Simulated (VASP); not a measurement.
# SnTe (Fm-3m) in VASP: further runs, part 3 of 3

VASP 6.6.1. Earlier steps stand in the parts before.

### Step 5. Band structure, BLYP

Contents of POSCAR:

```
SnTe
1.0
    0.0000000000      3.1508500000      3.1508500000
    3.1508500000      0.0000000000      3.1508500000
    3.1508500000      3.1508500000      0.0000000000
Te Sn
1 1
Direct
    0.5000000000      0.5000000000      0.5000000000
    0.0000000000      0.0000000000      0.0000000000
```

Contents of INCAR.step1:

```
  AGGAC = 1.0
  AGGAX = 1.0
  ALDAC = 0.0
  ALDAX = 1.0
  ALGO = Fast
  EDIFF = 1E-7
  ENCUT = 520
  GGA = B5
  ISIF = 2
  ISMEAR = -1
  LASPH = T
  LCHARG = T
  LREAL = F
  LWAVE = F
  NELM = 100
  PREC = Accurate
  SIGMA = 0.05
```

Contents of KPOINTS.step1:

```
k-points
0
Gamma
  7 7 7
```

Contents of INCAR.step2:

```
  AGGAC = 1.0
  AGGAX = 1.0
  ALDAC = 0.0
  ALDAX = 1.0
  ALGO = Fast
  EDIFF = 1E-7
  ENCUT = 520
  GGA = B5
  ICHARG = 11
  ISIF = 2
  ISMEAR = 0
  LASPH = T
  LCHARG = F
  LREAL = F
  LWAVE = F
  NELM = 100
  PREC = Accurate
  SIGMA = 0.05
```

Contents of KPOINTS.step2:

```
path GXWKGLUWLK,UX
20
line-mode
reciprocal
 0.0000000000  0.0000000000  0.0000000000  G
 0.5000000000  0.0000000000  0.5000000000  X

 0.5000000000  0.0000000000  0.5000000000  X
 0.5000000000  0.2500000000  0.7500000000  W

 0.5000000000  0.2500000000  0.7500000000  W
 0.3750000000  0.3750000000  0.7500000000  K

 0.3750000000  0.3750000000  0.7500000000  K
 0.0000000000  0.0000000000  0.0000000000  G

 0.0000000000  0.0000000000  0.0000000000  G
 0.5000000000  0.5000000000  0.5000000000  L

 0.5000000000  0.5000000000  0.5000000000  L
 0.6250000000  0.2500000000  0.6250000000  U

 0.6250000000  0.2500000000  0.6250000000  U
 0.5000000000  0.2500000000  0.7500000000  W

 0.5000000000  0.2500000000  0.7500000000  W
 0.5000000000  0.5000000000  0.5000000000  L

 0.5000000000  0.5000000000  0.5000000000  L
 0.3750000000  0.3750000000  0.7500000000  K

 0.6250000000  0.2500000000  0.6250000000  U
 0.5000000000  0.0000000000  0.5000000000  X
```

Run with:

```console
cat potpaw_PBE.64/Te/POTCAR potpaw_PBE.64/Sn_d/POTCAR > POTCAR
cp INCAR.step1 INCAR
cp KPOINTS.step1 KPOINTS
mpirun -np 1 vasp_std > vasp.out
cp INCAR.step2 INCAR
cp KPOINTS.step2 KPOINTS
mpirun -np 1 vasp_std > vasp.out
```

It took 2.5 min on 1 thread of Intel Xeon Platinum 8259CL at 2.50GHz (Skylake/Cascade Lake), shared host; peak memory 0.34 GiB.

Results (log left out):

```yaml
Band_gap_along_the_path: 0.06 eV, direct
```

Levels at the corners of the path, in eV from the Fermi level:
```
point  band 8  band 9  band 10  band 11  band 12  band 13
    Γ   -2.26   -2.26    -2.26     3.18     3.18     3.18
    X   -5.58   -3.81    -3.81     2.41     4.73     4.73
    X   -5.58   -3.81    -3.81     2.41     4.73     4.73
    W   -4.85   -4.85    -0.95     0.74     4.68     4.68
    W   -4.85   -4.85    -0.95     0.74     4.68     4.68
    K   -5.19   -3.32    -2.79     2.87     3.04     4.28
    K   -5.19   -3.32    -2.79     2.87     3.04     4.28
    Γ   -2.26   -2.26    -2.26     3.18     3.18     3.18
    Γ   -2.26   -2.26    -2.26     3.18     3.18     3.18
    L   -1.89   -1.89    -0.03     0.03     0.27     0.27
    L   -1.89   -1.89    -0.03     0.03     0.27     0.27
    U   -5.19   -3.32    -2.79     2.87     3.04     4.28
    U   -5.19   -3.32    -2.79     2.87     3.04     4.28
    W   -4.85   -4.85    -0.95     0.74     4.68     4.68
    W   -4.85   -4.85    -0.95     0.74     4.68     4.68
    L   -1.89   -1.89    -0.03     0.03     0.27     0.27
    L   -1.89   -1.89    -0.03     0.03     0.27     0.27
    K   -5.19   -3.32    -2.79     2.87     3.04     4.28
    U   -5.19   -3.32    -2.79     2.87     3.04     4.28
    X   -5.58   -3.81    -3.81     2.41     4.73     4.73
```

Caveat: the log is that of the step along the path at fixed density, whose energy, stress, charges and moments have no meaning; this odd mesh misses L, where the gap lies, so gap, dielectric constants and Born charges aren't listed; the PAW data sets were made with another functional, which shifts forces and pressure a little; spin-orbit coupling is left out, which moves the levels of the heavy elements.

### Step 6. Band structure, PW91

Contents of INCAR:

```
SYSTEM = SnTe
PREC = Accurate
ENCUT = 520
EDIFF = 1E-6
ISMEAR = -1
SIGMA = 0.05
LREAL = .FALSE.
LASPH = .TRUE.
NELM = 100
ALGO = Fast
ISIF = 2
LWAVE = .FALSE.
LCHARG = .FALSE.
GGA = 91
```

Contents of KPOINTS:

```
regular mesh
0
G
  7 7 7
  0 0 0
```

POSCAR is that of step 5.

Contents of KPOINTS_OPT:

```
path GXWKGLUWLK,UX
15
line-mode
reciprocal
 0.0000000000  0.0000000000  0.0000000000  G
 0.5000000000  0.0000000000  0.5000000000  X

 0.5000000000  0.0000000000  0.5000000000  X
 0.5000000000  0.2500000000  0.7500000000  W

 0.5000000000  0.2500000000  0.7500000000  W
 0.3750000000  0.3750000000  0.7500000000  K

 0.3750000000  0.3750000000  0.7500000000  K
 0.0000000000  0.0000000000  0.0000000000  G

 0.0000000000  0.0000000000  0.0000000000  G
 0.5000000000  0.5000000000  0.5000000000  L

 0.5000000000  0.5000000000  0.5000000000  L
 0.6250000000  0.2500000000  0.6250000000  U

 0.6250000000  0.2500000000  0.6250000000  U
 0.5000000000  0.2500000000  0.7500000000  W

 0.5000000000  0.2500000000  0.7500000000  W
 0.5000000000  0.5000000000  0.5000000000  L

 0.5000000000  0.5000000000  0.5000000000  L
 0.3750000000  0.3750000000  0.7500000000  K

 0.6250000000  0.2500000000  0.6250000000  U
 0.5000000000  0.0000000000  0.5000000000  X
```

Potentials or basis: VASP PAW PBE potentials, release 64 (Te, Sn_d).

Run with:

```console
cat potpaw_PBE.64/Te/POTCAR potpaw_PBE.64/Sn_d/POTCAR > POTCAR
mpirun -np 1 vasp_std > vasp.out
```

Wall time 73 s (1 thread of Intel Xeon Platinum 8259CL at 2.50GHz (Skylake/Cascade Lake), shared host); peak memory 0.21 GiB.

The run converged. Its results:

```
Free energy             : -7.6007 eV
Pressure                : 2.3 GPa
Band gap along the path : 0.07 eV, indirect (least direct gap 0.09 eV)
```

Levels at the corners of the path, in eV from the Fermi level:
| point | band 6 | band 7 | band 8 | band 9 | band 10 | band 11 | band 12 | band 13 | band 14 |
| --- | --- | --- | --- | --- | --- | --- | --- | --- | --- |
| Γ | -12.87 | -4.75 | -2.22 | -2.22 | -2.22 | 3.26 | 3.26 | 3.26 | 4.69 |
| X | -11.28 | -6.55 | -5.65 | -3.82 | -3.82 | 2.12 | 4.83 | 4.83 | 6.30 |
| X | -11.28 | -6.55 | -5.65 | -3.82 | -3.82 | 2.12 | 4.83 | 4.83 | 6.30 |
| W | -11.19 | -7.45 | -4.90 | -4.90 | -0.90 | 0.77 | 4.55 | 4.55 | 5.98 |
| W | -11.19 | -7.45 | -4.90 | -4.90 | -0.90 | 0.77 | 4.55 | 4.55 | 5.98 |
| K | -11.24 | -7.50 | -5.25 | -3.33 | -2.79 | 2.94 | 3.01 | 4.13 | 5.48 |
| K | -11.24 | -7.50 | -5.25 | -3.33 | -2.79 | 2.94 | 3.01 | 4.13 | 5.48 |
| Γ | -12.87 | -4.75 | -2.22 | -2.22 | -2.22 | 3.26 | 3.26 | 3.26 | 4.69 |
| Γ | -12.87 | -4.75 | -2.22 | -2.22 | -2.22 | 3.26 | 3.26 | 3.26 | 4.69 |
| L | -11.58 | -8.42 | -1.88 | -1.88 | -0.06 | 0.03 | 0.28 | 0.28 | 7.72 |
| L | -11.58 | -8.42 | -1.88 | -1.88 | -0.06 | 0.03 | 0.28 | 0.28 | 7.72 |
| U | -11.24 | -7.50 | -5.25 | -3.33 | -2.79 | 2.94 | 3.01 | 4.13 | 5.48 |
| U | -11.24 | -7.50 | -5.25 | -3.33 | -2.79 | 2.94 | 3.01 | 4.13 | 5.48 |
| W | -11.19 | -7.45 | -4.90 | -4.90 | -0.90 | 0.77 | 4.55 | 4.55 | 5.98 |
| W | -11.19 | -7.45 | -4.90 | -4.90 | -0.90 | 0.77 | 4.55 | 4.55 | 5.98 |
| L | -11.58 | -8.42 | -1.88 | -1.88 | -0.06 | 0.03 | 0.28 | 0.28 | 7.72 |
| L | -11.58 | -8.42 | -1.88 | -1.88 | -0.06 | 0.03 | 0.28 | 0.28 | 7.72 |
| K | -11.24 | -7.50 | -5.25 | -3.33 | -2.79 | 2.94 | 3.01 | 4.13 | 5.48 |
| U | -11.24 | -7.50 | -5.25 | -3.33 | -2.79 | 2.94 | 3.01 | 4.13 | 5.48 |
| X | -11.28 | -6.55 | -5.65 | -3.82 | -3.82 | 2.12 | 4.83 | 4.83 | 6.30 |

Caveat: this odd mesh misses L, where the gap lies, so gap, dielectric constants and Born charges aren't listed; the PAW data sets were made with another functional, which shifts forces and pressure a little; spin-orbit coupling is left out, which moves the levels of the heavy elements.

### Step 7. Overview

| level | spin | k mesh | pressure (GPa) |
| --- | --- | --- | --- |
| PBEsol | SOC, no magnetisation | 5 × 5 × 5 | - |
| RPBE | off | 7 × 7 × 7 | 3.6 |
| revPBE | off | 7 × 7 × 7 | 3.2 |
| BLYP | off | 7 × 7 × 7 | - |
| PW91 | off | 7 × 7 × 7 | 2.3 |

Alike in all rows: task band structure; potentials or basis VASP PAW PBE potentials, release 64 (Te, Sn_d); cell as given; cutoff (eV) 520; smearing fermi-dirac 0.05 eV.

The pressure there spans 2.3 GPa (PW91) to 3.6 GPa (RPBE); a positive pressure means that this level wants a larger cell, a negative one a smaller.

Caveats: the PAW data sets were made with another functional, which shifts forces and pressure a little; spin-orbit coupling is left out, which moves the levels of the heavy elements (some runs).

Total energies depend on the potentials used, so only differences within one code and one set of settings carry meaning.

### Step 8. Against experiment

Step 3. Measured gap of SnTe: 0.18 eV (direct; 300 K; a printed reference work, textbook). This calculation gives 0.04 eV (-0.14 eV). Spin-orbit coupling on Sn, Te is left out. The value is that of RPBE, without temperature or zero-point motion. Semilocal functionals fall short of measured gaps as a rule.

Step 4. A measured gap of SnTe is 0.18 eV (direct; 300 K; a printed reference work, textbook); the calculated 0.04 eV misses it by -0.14 eV. Spin-orbit coupling on Sn, Te is left out. The value is that of revPBE, without temperature or zero-point motion. Semilocal functionals fall short of measured gaps as a rule.

Step 5. Measured gap of SnTe: 0.18 eV (direct; 300 K; a printed reference work, textbook). This calculation gives 0.06 eV (-0.12 eV). Spin-orbit coupling on Sn, Te is left out. The value is that of BLYP, without temperature or zero-point motion. Semilocal functionals fall short of measured gaps as a rule.

Step 6. Against the measured gap of SnTe, 0.18 eV (direct; 300 K; a printed reference work, textbook), the calculated 0.07 eV is off by -0.11 eV. Spin-orbit coupling on Sn, Te is left out. The value is that of PW91, without temperature or zero-point motion. Semilocal functionals fall short of measured gaps as a rule.
